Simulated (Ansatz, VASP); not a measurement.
## One calculation of AlCu, two programs

```xyz
2
Lattice="2.9153 0.0000 0.0000 0.0000 2.9153 0.0000 0.0000 0.0000 2.9153" Properties=species:S:1:pos:R:3 pbc="T T T"
Al    0.0000    0.0000    0.0000
Cu    1.4577    1.4577    1.4577
```

The cell comes from a database or a generator and needn't be the stable form of this composition.

Alike in both runs: task single point; functional PBEsol; k mesh 10 × 10 × 10; no spin polarisation.

|  | VASP | Ansatz |
| --- | --- | --- |
| version | VASP 6.6.1 | Ansatz 0.2.0 |
| potentials or method | VASP PAW PBE potentials, release 64 (Al, Cu) | plane waves, PAW |
| plane-wave cutoff (eV) | 520 | 500 |
| occupations | methfessel-paxton of order 1, width 0.1 eV | methfessel-paxton of order 1 |
| valence electrons in the cell | 14 | 22 |

```csv
,VASP,Ansatz,Ansatz less VASP
pressure (GPa),7.2,6.3,-0.91
```

The two sets of potentials don't hold the same shells in valence.

Caveats: the PAW data sets were made with another functional, which shifts forces and pressure a little (VASP).
